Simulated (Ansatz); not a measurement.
# Li (Lithium, Im-3m): phonons at finite temperature, part 2 of 2

Wanted: self-consistent phonon frequencies, thermal pressure and a stability verdict for Lithium.

Ansatz 0.2.0; DFT PBE, scalar-relativistic, plane waves, PAW; PAW set soft_1.

So far. Step 2 (Probe on a coarse mesh): The start is under -0.77 GPa at this level and looks like a metal on this mesh. Step 4 (Tight relaxation): The residual pressure is -3.3e-4 GPa, small enough for phonons. The relaxed cell has a = 3.433 Å (conventional setting).

## Step 5: Sampling the crystal at temperature

Harmonic theory ignores how far atoms move; here frames sampled at temperature supply the forces, and the run stops at an error target or a frame limit.

Contents of input.yaml:

```yaml
crystal:
  lattice:
    - [-1.7167361602, 1.7167361602, 1.7167361602]
    - [1.7167361602, -1.7167361602, 1.7167361602]
    - [1.7167361602, 1.7167361602, -1.7167361602]
  atoms:
    - { symbol: Li, position: [0.0, 0.0, 0.0] }
kpoints:
  mp_grid: { grid: [12, 12, 12] }
hamiltonian:
  xc: pbe
  pseudopotentials: { kind: paw, azcp: { folder: soft_1 } }
scf:
  occupations: { method: methfessel_paxton, width: 0.2 }
  lower_state_search: "off"
output:
  stress: true
  eigenvalues: true
phonons:
  method: fd
  supercell: [3, 3, 3]
  temperatures: { t_max: 1000, t_step: 50 }
  qpath:
    path:
      - [[0.0, 0.0, 0.0], [0.5, -0.5, 0.5], [0.0, 0.0, 0.5], [0.0, 0.0, 0.0], [0.25, 0.25, 0.25], [0.5, -0.5, 0.5]]
      - [[0.25, 0.25, 0.25], [0.0, 0.0, 0.5]]
    npoints: 10
  self_consistent:
    temperatures: [50.0, 200.0, 400.0]
    max_frames: 88
    max_frequency_error: 3.0
  dielectric: false
  interpolated_qmesh: [17, 17, 17]
```

Started as:

```
$ ansatz run input.yaml --threads 8 --pin off --max-ram 16384MiB --backend cpu --events-out ev --progress --plain --runs-dir out
```

Numbers of over 12 decimals in the logs are rounded to 6 here.

What it wrote:

```text
[...]
Crystal: 27 atoms, lattice volume = 546.430 Å³
Basis set: ecut = 420 eV, 10761 PW (Γ), exchange–correlation on 120×120×120 points (8 copies of the dense FFT grid, shifted against one another)
Bands: 162, of which v1, the nominal top of the filled ones, is band 41 counted from 1 (40 counted from 0)
Symmetry: 1296 space group operations
k-points: 8 of 64
[...]
SCF iter   1: F=—  HF=-5526.450432 eV  |F-HF|=—  |Δ(HF+E_count)|=         —  Δρ=2.93e-8  dr2=3.48e-12  ethr=1.00e-12  ⟨swp⟩=3.0  Hψ=2580  notcnv=0
[...]
SCF iter   2: F=-5526.450432 eV  HF=-5526.450432 eV  |F-HF|=0.00e0  |Δ(HF+E_count)|=  9.09e-13  S|Δr|=    0.00e0  Δρ=1.86e-8  dr2=1.49e-12  ethr=1.00e-12  ⟨swp⟩=2.0  Hψ=1661  notcnv=0
SCF 1 converged in 2 iterations: F = -5526.450432 eV  dr2 = 1.49e-12
[...]
Symmetry: 8 space group operations
k-points: 13 of 64 (time reversal used)
[...]
SCF iter   6: F=-5526.450428 eV  HF=-5526.450428 eV  |F-HF|=0.00e0  |Δ(HF+E_count)|=  9.09e-12  S|Δr|=    0.00e0  Δρ=1.53e-8  dr2=3.27e-12  ethr=1.00e-12  ⟨swp⟩=4.0  Hψ=3672  notcnv=0
SCF 2 converged in 6 iterations: F = -5526.450428 eV  dr2 = 3.27e-12
[...]
── the supercell at rest and the probe, ahead of the frames of phonons at temperature ──
Symmetry: 1 space group operations
k-points: 36 of 64 (time reversal used)
[...]
SCF iter   1: F=—  HF=-5526.724651 eV  |F-HF|=—  |Δ(HF+E_count)|=         —  Δρ=3.29e-3  dr2=7.78e-2  ethr=3.10e-3  ⟨swp⟩=4.8  Hψ=18783  notcnv=0  defer=1697
[...]
SCF iter   7: F=-5526.450432 eV  HF=-5526.450432 eV  |F-HF|=6.46e-11  |Δ(HF+E_count)|=   1.32e-8  S|Δr|=    0.00e0  Δρ=1.20e-7  dr2=5.75e-11  ethr=3.33e-12  ⟨swp⟩=3.0  Hψ=8307  notcnv=0
SCF 1 converged in 7 iterations: F = -5526.450432 eV  dr2 = 5.75e-11
[...]
SCF iter   1: F=—  HF=-5526.724465 eV  |F-HF|=—  |Δ(HF+E_count)|=         —  Δρ=3.30e-3  dr2=7.91e-2  ethr=3.10e-3  ⟨swp⟩=4.8  Hψ=18755  notcnv=0  defer=1674
[...]
SCF iter   7: F=-5526.449967 eV  HF=-5526.449967 eV  |F-HF|=9.09e-12  |Δ(HF+E_count)|=   1.12e-8  S|Δr|=    0.00e0  Δρ=1.36e-7  dr2=1.50e-10  ethr=3.33e-12  ⟨swp⟩=3.0  Hψ=8697  notcnv=0
SCF 2 converged in 7 iterations: F = -5526.449967 eV  dr2 = 1.50e-10
── population 1 of phonons at temperature: 8 frames at 400 K, the first ──
── frame 1/8 of population 1 ──
SCF iter   1: F=—  HF=-5526.059806 eV  |F-HF|=—  |Δ(HF+E_count)|=         —  Δρ=7.89e-3  dr2=2.54e0  ethr=3.10e-3  ⟨swp⟩=5.0  Hψ=18370  notcnv=0  defer=2167
[...]
SCF iter   8: F=-5525.306852 eV  HF=-5525.306852 eV  |F-HF|=7.18e-10  |Δ(HF+E_count)|=   1.26e-8  S|Δr|=    0.00e0  Δρ=3.56e-7  dr2=1.97e-9  ethr=3.33e-12  ⟨swp⟩=2.0  Hψ=9575  notcnv=0
SCF 1 converged in 8 iterations: F = -5525.306852 eV  dr2 = 1.97e-9
[...]
── frame 2/8 of population 1 ──
SCF iter   1: F=—  HF=-5525.896324 eV  |F-HF|=—  |Δ(HF+E_count)|=         —  Δρ=7.88e-3  dr2=2.38e0  ethr=3.10e-3  ⟨swp⟩=5.0  Hψ=18465  notcnv=0  defer=2004
[...]
SCF 1 converged in 9 iterations: F = -5525.163147 eV  dr2 = 1.20e-10
[...]
── frame 3/8 of population 1 ──
[...]
SCF 1 converged in 9 iterations: F = -5525.117086 eV  dr2 = 1.14e-10
[...]
── frame 4/8 of population 1 ──
[...]
SCF 1 converged in 8 iterations: F = -5525.220221 eV  dr2 = 1.74e-9
[...]
── frame 5/8 of population 1 ──
[...]
SCF 1 converged in 9 iterations: F = -5524.761657 eV  dr2 = 1.55e-10
── frame 4/8 of population 6 ──
SCF iter   1: F=—  HF=-5525.757994 eV  |F-HF|=—  |Δ(HF+E_count)|=         —  Δρ=7.90e-3  dr2=2.57e0  ethr=3.10e-3  ⟨swp⟩=5.0  Hψ=18508  notcnv=0  defer=2019
[...]
SCF iter   9: F=-5524.995571 eV  HF=-5524.995571 eV  |F-HF|=3.73e-11  |Δ(HF+E_count)|=  4.10e-10  S|Δr|=    0.00e0  Δρ=8.38e-8  dr2=9.65e-11  ethr=3.33e-12  ⟨swp⟩=2.8  Hψ=7783  notcnv=0
SCF 1 converged in 9 iterations: F = -5524.995571 eV  dr2 = 9.65e-11
── frame 5/8 of population 6 ──
SCF iter   1: F=—  HF=-5525.295336 eV  |F-HF|=—  |Δ(HF+E_count)|=         —  Δρ=1.03e-2  dr2=4.54e0  ethr=3.10e-3  ⟨swp⟩=5.0  Hψ=18755  notcnv=0  defer=1857
[...]
SCF iter   9: F=-5524.175011 eV  HF=-5524.175011 eV  |F-HF|=1.43e-10  |Δ(HF+E_count)|=  9.10e-10  S|Δr|=    0.00e0  Δρ=1.40e-7  dr2=3.26e-10  ethr=3.33e-12  ⟨swp⟩=3.0  Hψ=8923  notcnv=0
SCF 1 converged in 9 iterations: F = -5524.175011 eV  dr2 = 3.26e-10
── frame 6/8 of population 6 ──
SCF iter   1: F=—  HF=-5525.657314 eV  |F-HF|=—  |Δ(HF+E_count)|=         —  Δρ=7.26e-3  dr2=1.84e0  ethr=3.10e-3  ⟨swp⟩=5.0  Hψ=18021  notcnv=0  defer=2446
[...]
Γ frequencies (cm⁻¹): 0.00 0.00 0.00
  density of states and harmonic sums: on the 17×17×17 q-mesh, interpolated from the force constants of a 3×3×3 supercell (no non-analytic term)
  largest difference from the sums on the solved wave vectors: F 3.08e-2 eV, S 3.63e-5 and C_V 1.01e-5 eV/K
  zero-point energy: 0.038619 eV/cell   skipped modes (ω ≤ 0): 14, of them read as no rigid motion or as one in doubt: 11 (5.618e-2 modes/cell left out, lowest -51.54 cm⁻¹)   left out of the sums: 1.89e-2 of the cell's modes: C_V's classical limit lies that fraction below 3 k_B per atom; for a crystal, a wire or a layer, F and S can be off by more, and a phonons.interpolated_qmesh denser along its periods is the remedy for the sampling
--- Phonons at temperature: the self-consistent harmonic approximation ---
  32 frames of 27 atoms (3×3×3 cells), in populations of 8, 8 at 400 K and 8 at 200 K and 8 at 50 K: nothing lacks frames
  at 50 K
    the largest error of a frequency is 0.06 times what was asked for; the fitted model misses 3.0 % of the forces, every mode counted alike and far frames for less, of frames that it was not fitted to; the frames count as 9.2 of this Gaussian
    softest of the free energy's second derivatives: 51.32 ± 0.41 cm⁻¹ at q 0.3333 0.0000 0.0000; not told ahead of this temperature's last population
    the crystal stands in this phase at this temperature, as far as these wave vectors tell
    the ions' mean positions are those at rest
    free energy -204.645803 ± 0.000008 eV a cell, of which vibrations 0.037546; entropy 2.636 ± 0.009 J/(mol·K) of cells
      by the supercell's own 78 modes alone, which lack the rigid motions: not to be laid beside figures on a mesh. There are none: harmonic vibrations stand at or below zero on the interpolated mesh, and at none of the supercell's own wave vectors
      the supercell's own free energy is the best Gaussian's, an upper bound on the crystal's: what lies beyond it on the fitted surface stands below, to be added
    pressure 0.3079 ± 0.0039 GPa; at rest 0.0434, so that the ions' motion makes +0.2644
      stress (GPa, positive in compression): xx 0.3079 ± 0.0039, yy 0.3079 ± 0.0039, zz 0.3079 ± 0.0039, yz -0.0000 ± 0.0000, xz 0.0000 ± 0.0000, xy 0.0000 ± 0.0000
[...]
beyond the Gaussian, in the hollow that it stands in and those that the ions reach from there, by exact statistics on the surface that is fitted to the frames (rings of 18 beads):
      free energy -0.000248 ± 0.000023 eV a cell
      leaving out a pair of frames, or group of many, changes the fitted energy by up to 0.03 k_B T, T the rings' temperature (one standard deviation); of these ± those of the frequencies lack the bias that few frames leave, and those of the mean squares the mean places' part of it
      pressure -0.0043 ± 0.0023 GPa; with it, by the rings' own mean, 0.3036 ± 0.0042, so that the ions' motion makes +0.2602: by the supercell's own 78 modes alone, as the Gaussian's
      mean square displacement, over the three axes, of site 0 from 0, Li, the most changed: 0.05972 ± 0.00045 Å², of which +0.00600 beyond the Gaussian's
      softest frequency by how far the rings' centres move (above zero always: no sign of whether the crystal stands): 52.10 ± 0.30 cm⁻¹ at q 0.0000 0.0000 0.6667
    frequencies (cm⁻¹; below zero: imaginary; ±: error) of the harmonic crystal, of the Gaussian, of the free energy's second derivatives, each in its own ascending order
      q 0.0000 0.0000 0.0000
      q 0.0000 0.0000 0.3333, and 11 like it
            25.75       58.02 ±  0.17       51.32 ±  0.41
           157.42      161.18 ±  0.20      158.57 ±  0.26
           279.16      283.60 ±  0.20      280.78 ±  0.28
      q 0.0000 0.3333 0.3333, and 7 like it
           139.94      146.42 ±  0.21      136.65 ±  0.35
           285.50      291.45 ±  0.15      286.83 ±  0.40
           285.50      291.45 ±  0.15      286.83 ±  0.40
      q 0.3333 0.3333 0.6667, and 5 like it
           261.04      268.81 ±  0.24      262.20 ±  0.32
           283.88      282.44 ±  0.07      279.25 ±  0.18
           283.88      282.44 ±  0.07      279.25 ±  0.18
  at 200 K
[...]
the ions' mean positions are those at rest
[...]
pressure 0.4158 ± 0.0089 GPa; at rest 0.0434, so that the ions' motion makes +0.3723
[...]
5 configuration(s) of the rings are solved and fitted beside the frames
      free energy -0.001359 ± 0.000114 eV a cell
[...]
q 0.0000 0.0000 0.0000
      q 0.0000 0.0000 0.3333, and 11 like it
            25.75       75.54 ±  0.28       63.90 ±  0.59
           157.42      161.47 ±  0.58      156.13 ±  0.63
           279.16      285.42 ±  0.44      279.40 ±  0.51
      q 0.0000 0.3333 0.3333, and 7 like it
           139.94      151.56 ±  0.43      135.76 ±  0.91
           285.50      293.64 ±  0.32      283.75 ±  0.52
           285.50      293.64 ±  0.32      283.75 ±  0.52
      q 0.3333 0.3333 0.6667, and 5 like it
           261.04      272.97 ±  0.76      261.13 ±  1.24
           283.88      279.87 ±  0.17      272.84 ±  0.27
           283.88      279.87 ±  0.17      272.84 ±  0.27
  at 400 K
[...]
the ions' mean positions are those at rest
[...]
pressure 0.6874 ± 0.0103 GPa; at rest 0.0434, so that the ions' motion makes +0.6439
[...]
nothing is told beyond the Gaussian: 4.717 % of the sampling's steps took an ion over 7 of its spreads from its place (0.1 % are allowed): the fitted surface does not hold it there
[...]
q 0.0000 0.0000 0.0000
      q 0.0000 0.0000 0.3333, and 11 like it
            25.75       87.05 ±  0.23       71.31 ±  0.49
           157.42      162.23 ±  0.36      153.39 ±  0.44
           279.16      288.68 ±  0.21      278.41 ±  0.42
      q 0.0000 0.3333 0.3333, and 7 like it
           139.94      156.38 ±  0.32      135.48 ±  0.70
           285.50      297.21 ±  0.38      280.91 ±  0.88
           285.50      297.21 ±  0.38      280.91 ±  0.88
      q 0.3333 0.3333 0.6667, and 5 like it
           261.04      277.18 ±  0.41      259.61 ±  0.63
           283.88      277.79 ±  0.40      265.71 ±  0.67
           283.88      277.79 ±  0.40      265.71 ±  0.67
[key lines of the parts left out:]
SCF converged after 8 iterations
Fermi energy:    0.959618 eV
P = ⅓ Tr σ = 0.4091 GPa (4.091 kbar)
```

The job ended after 26 min (8 threads of Arm Neoverse V1, shared host; peak memory 4.8 GiB).

Numbers from this step:

```
frames solved                   : 45
pressure of the lattice at rest : 0.04343 GPa
```

50 K; each column in its own order of rank; one wavevector of each set of like ones; translations left out; no LO-TO term. Modes at 50K, by row:

| q1 | q2 | q3 | rank | harmonic (cm⁻¹) | gaussian (cm⁻¹) | gaussian error (cm⁻¹) | hessian (cm⁻¹) | hessian error (cm⁻¹) | path integral (cm⁻¹) | path integral error (cm⁻¹) |
| --- | --- | --- | --- | --- | --- | --- | --- | --- | --- | --- |
| 0 | 0 | 0.3333 | 1 | 25.7 | 58 | 0.2 | 51.3 | 0.4 | 52.1 | 0.3 |
| 0 | 0 | 0.3333 | 2 | 157.4 | 161.2 | 0.2 | 158.6 | 0.3 | 157.8 | 0.3 |
| 0 | 0 | 0.3333 | 3 | 279.2 | 283.6 | 0.2 | 280.8 | 0.3 | 280.2 | 0.4 |
| 0 | 0.3333 | 0.3333 | 1 | 139.9 | 146.4 | 0.2 | 136.7 | 0.4 | 134.1 | 0.7 |
| 0 | 0.3333 | 0.3333 | 2 | 285.5 | 291.4 | 0.2 | 286.8 | 0.4 | 286.1 | 0.6 |
| 0 | 0.3333 | 0.3333 | 3 | 285.5 | 291.4 | 0.2 | 286.8 | 0.4 | 286.1 | 0.6 |
| 0.3333 | 0.3333 | 0.6667 | 1 | 261 | 268.8 | 0.2 | 262.2 | 0.3 | 260.7 | 0.8 |
| 0.3333 | 0.3333 | 0.6667 | 2 | 283.9 | 282.4 | 0.1 | 279.2 | 0.2 | 278 | 0.5 |
| 0.3333 | 0.3333 | 0.6667 | 3 | 283.9 | 282.4 | 0.1 | 279.2 | 0.2 | 278 | 0.5 |

200 K; each column in its own order of rank; one wavevector of each set of like ones; translations left out; no LO-TO term. Modes at 200K, by row:

| q1 | q2 | q3 | rank | harmonic (cm⁻¹) | gaussian (cm⁻¹) | gaussian error (cm⁻¹) | hessian (cm⁻¹) | hessian error (cm⁻¹) | path integral (cm⁻¹) | path integral error (cm⁻¹) |
| --- | --- | --- | --- | --- | --- | --- | --- | --- | --- | --- |
| 0 | 0 | 0.3333 | 1 | 25.7 | 75.5 | 0.3 | 63.9 | 0.6 | 64.3 | 0.4 |
| 0 | 0 | 0.3333 | 2 | 157.4 | 161.5 | 0.6 | 156.1 | 0.6 | 152.1 | 0.7 |
| 0 | 0 | 0.3333 | 3 | 279.2 | 285.4 | 0.4 | 279.4 | 0.5 | 277.1 | 0.6 |
| 0 | 0.3333 | 0.3333 | 1 | 139.9 | 151.6 | 0.4 | 135.8 | 0.9 | 127.4 | 1 |
| 0 | 0.3333 | 0.3333 | 2 | 285.5 | 293.6 | 0.3 | 283.7 | 0.5 | 280.3 | 0.8 |
| 0 | 0.3333 | 0.3333 | 3 | 285.5 | 293.6 | 0.3 | 283.7 | 0.5 | 280.3 | 0.8 |
| 0.3333 | 0.3333 | 0.6667 | 1 | 261 | 273 | 0.8 | 261.1 | 1.2 | 255.4 | 1.2 |
| 0.3333 | 0.3333 | 0.6667 | 2 | 283.9 | 279.9 | 0.2 | 272.8 | 0.3 | 267.4 | 0.6 |
| 0.3333 | 0.3333 | 0.6667 | 3 | 283.9 | 279.9 | 0.2 | 272.8 | 0.3 | 267.4 | 0.6 |

400 K; each column in its own order of rank; one wavevector of each set of like ones; translations left out; no LO-TO term. Modes at 400K, by row:

| q1 | q2 | q3 | rank | harmonic (cm⁻¹) | gaussian (cm⁻¹) | gaussian error (cm⁻¹) | hessian (cm⁻¹) | hessian error (cm⁻¹) | path integral (cm⁻¹) | path integral error (cm⁻¹) |
| --- | --- | --- | --- | --- | --- | --- | --- | --- | --- | --- |
| 0 | 0 | 0.3333 | 1 | 25.7 | 87.1 | 0.2 | 71.3 | 0.5 | - | - |
| 0 | 0 | 0.3333 | 2 | 157.4 | 162.2 | 0.4 | 153.4 | 0.4 | - | - |
| 0 | 0 | 0.3333 | 3 | 279.2 | 288.7 | 0.2 | 278.4 | 0.4 | - | - |
| 0 | 0.3333 | 0.3333 | 1 | 139.9 | 156.4 | 0.3 | 135.5 | 0.7 | - | - |
| 0 | 0.3333 | 0.3333 | 2 | 285.5 | 297.2 | 0.4 | 280.9 | 0.9 | - | - |
| 0 | 0.3333 | 0.3333 | 3 | 285.5 | 297.2 | 0.4 | 280.9 | 0.9 | - | - |
| 0.3333 | 0.3333 | 0.6667 | 1 | 261 | 277.2 | 0.4 | 259.6 | 0.6 | - | - |
| 0.3333 | 0.3333 | 0.6667 | 2 | 283.9 | 277.8 | 0.4 | 265.7 | 0.7 | - | - |
| 0.3333 | 0.3333 | 0.6667 | 3 | 283.9 | 277.8 | 0.4 | 265.7 | 0.7 | - | - |

By temperature, by row:

| T (K) | verdict | pressure (GPa) | error (GPa) | vibrational free energy (eV/cell) | entropy (J/mol-cell/K) | free energy beyond the Gaussian (eV/cell) | mean-square displacement of the first Li, sum over three axes, rings (Å²) | rings doubtful |
| --- | --- | --- | --- | --- | --- | --- | --- | --- |
| 50 | stable | 0.3079 | 0.0039 | 0.03755 | 2.636 | -2.48e-4 | 0.05972 | false |
| 200 | stable | 0.4158 | 0.0089 | 0.02155 | 17.95 | -0.00136 | 0.1215 | false |
| 400 | stable | 0.6874 | 0.01 | -0.03149 | 31.97 | - | - | - |

Table of lowest frequency on the supercell's wavevectors (translations apart) by temperature:

| temperature (K) | harmonic (cm⁻¹) | gaussian (cm⁻¹) | hessian (cm⁻¹) | path integral (cm⁻¹) |
| --- | --- | --- | --- | --- |
| 50 | 25.8 | 58.0 | 51.3 | 52.1 |
| 200 | 25.8 | 75.5 | 63.9 | 64.3 |
| 400 | 25.8 | 87.0 | 71.3 | - |

Free-energy Hessian at 400 K, interpolated by phonopy, no LO-TO term. Phonon branches along the path, in cm⁻¹:

| point | branch 1 | branch 2 | branch 3 |
| --- | --- | --- | --- |
| Γ | 0 | 0 | 0 |
| halfway | 205 | 215 | 215 |
| H | 309 | 309 | 309 |
| halfway | 214 | 256 | 316 |
| N | 99 | 164 | 332 |
| halfway | 44 | 134 | 220 |
| Γ | 0 | 0 | 0 |
| halfway | 126 | 126 | 252 |
| P | 244 | 244 | 244 |
| halfway | 162 | 292 | 292 |
| H | 309 | 309 | 309 |
| jump to P | 244 | 244 | 244 |
| halfway | 156 | 208 | 308 |
| N | 99 | 164 | 332 |

The phonon branches as a text plot (rows in cm⁻¹):

```
    325 |                 *****                               ***
    310 |           ******                              ***
    296 |          *  **       *                     *** *   *
    282 |        **    **                   ****    *       *
    268 |                       *                ***    *  *
    254 |       *       **                 *
    240 |                                       *          **
    226 |                 *      *             *           * *
    211 |     **         *               **           **
    197 |                  *                 **  *          * *
    183 |                                                    * *
    169 |    *            * ***   *                  *          *
    155 |    *                 **           *     **
    141 |                  *     *      *           *         *
    127 |                                  *
    112 |  **               *     **                           *
     98 |                    **          **                     *
     84 |                      *   *
     70 |                       *      *
     56 | *                         **  *
     42 |                        *  **
     28 |                         *    *
     13 |
     -1 |*                         ****
         Γ           H       N        Γ         P        H|P    N
```

The highest branch reaches 332 cm⁻¹ on this path, at N. The lowest value on the path is -7.8 cm⁻¹ between N and Γ (imaginary, drawn negative).

## Step 6: Results

- 50 K: stable; softest mode 51.3 cm⁻¹ (harmonic 25.8); pressure 0.308 GPa
- 200 K: stable; softest mode 63.9 cm⁻¹ (harmonic 25.8); pressure 0.416 GPa
- 400 K: stable; softest mode 71.3 cm⁻¹ (harmonic 25.8); pressure 0.687 GPa

At fixed cell Lithium is judged stable at 50 K, stable at 200 K and stable at 400 K. The crystal is harmonically stable on these wavevectors; at fixed cell its lowest frequency is 25.8 cm⁻¹ in the harmonic picture and 71.3 cm⁻¹ from the free energy at 400 K. The free-energy curvature lies below the Gaussian's frequency because the cubic (bubble) term lowers it; of these two only the curvature can turn negative. Between the supercell's wavevectors the interpolated curvature still turns negative (8i cm⁻¹), which interpolation from a small supercell can cause. At 400 K the largest relative shift among harmonically stable modes above 20 cm⁻¹ that exceeds three times its error is at q = (0, 0, 0.3333): 25.7 cm⁻¹ becomes 71.3 ± 0.5 cm⁻¹, matching modes by rank. The pressure column includes 0.043 GPa of the lattice at rest on the supercell's coarser k-mesh; in the Gaussian the ions' motion adds +0.64 GPa at 400 K, from the supercell's own modes alone. The path-integral sampling failed its own checks at 400 K, so those columns are empty. The cell is held fixed, the 27-atom supercell samples only its own wavevectors, and linewidths are not included; the verdicts are statistical. The cell of these runs is 6 % smaller in volume than the database cell; frequencies and all that rests on them shift with it.

[Logs are printed without paths, hosts, clocks, repeated set-up lines and the standing remarks that a program may print on its own settings, such as how far it seeks lower states.]

[Hosts, paths, dates, database ids (printed as entryN), source tags and the programs' standing remarks are cut or masked in the printed files.]

[A step with changed settings may run another functional than the one named; its input shows which.]
